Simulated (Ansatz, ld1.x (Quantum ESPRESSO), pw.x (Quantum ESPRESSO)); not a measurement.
From atom to crystal: PAW potential for In

ld1.x (Quantum ESPRESSO) 7.5 input, shortened:

```
&input
   title='In', zed=49., rel=1, dft='PBE', iswitch=3,
   config='[Kr] 4d10 5s2 5p1'
 /
 &inputp
   pseudotype=3, lpaw=.true., tm=.true., lloc=-2, rcloc=2.00,
   nlcc=.true., new_core_ps=.true., rcore=1.90,
   which_augfun='GAUSS', rmatch_augfun=1.05
 /
6
5S  1  0   2.00   0.00  1.40  1.95  0.0
5S  1  0   0.00   4.30  1.40  1.95  0.0
5P  2  1   1.00   0.00  1.75  2.15  0.0
5P  2  1   0.00   2.75  1.75  2.15  0.0
4D  3  2  10.00   0.00  1.50  1.85  0.0
4D  3  2   0.00  -1.05  1.50  1.85  0.0
 &test
   configts(1)='4d10 5s2 5p1'
 /
```

Atomic tests: cutoffs needed: 35 Ry and 55 Ry (the cutoffs (Ry, on a coarse ladder) from which the occupation-weighted sum of valence levels, in a spherical-Bessel basis at the reference potential, stays within 10 and 1 mRy of its value at 400 Ry); ghost test: no extra level below or beside the all-electron valence levels (s, p, d, f tested) (spherical-Bessel basis up to 400 Ry, 20 bohr box); largest excitation error: -249 meV (all-electron minus pseudo) for 4d9 5s0 5p0, out of 7 test configurations.

Crystal test: fcc In in pw.x 7.5, no spin, 12³ k-points, Fermi–Dirac smearing 0.01 Ry, cutoffs 70/560 Ry. The reference is all-electron LAPW (Ansatz 0.2.0) with the same functional, mesh and smearing; V0 and B0 come from Birch–Murnaghan fits to the pressures at five volumes. Errors are pseudo minus all-electron; Δ is the rms difference of the E(V) curves that follow from these fits, minima aligned, over ±6 % about the mean V0. Mesh and smearing are coarse, so the numbers serve the comparison and aren't converged zero-temperature values; the lattice is a test structure that the element need not adopt.

| V (Å³/atom) | P all-electron (GPa) | P pseudo (GPa) |
| --- | --- | --- |
| 26.366 | 1.64 | 11.50 |
| 27.060 | 0.58 | 10.62 |
| 27.754 | -0.32 | 10.00 |
| 28.448 | -1.08 | 8.59 |
| 29.142 | -1.74 | 7.58 |

All-electron: a0 = 4.791 Å (V0 = 27.50 Å³/atom), B0 = 34.9 GPa.

Pseudopotential: mean pressure error (GPa): +9.84. The pressure does not cross zero within the volumes sampled, so no fit is given. This is a poor potential for the solid.

Task: At the middle volume, how do free energy and pressure move when the wave cutoff is lowered (ecutrho held at 560 Ry)?

Result:

```
cutoff (Ry)  shift of F (meV/atom)  shift of P (GPa)
         42                  +77.2             -1.26
         56                   +3.9             +0.05
```

The run at the middle volume (72 k-points, 37 iterations) took about 2.3 min on one core of a shared host (Neoverse-V1, 32 threads, 247 GiB, load 12).
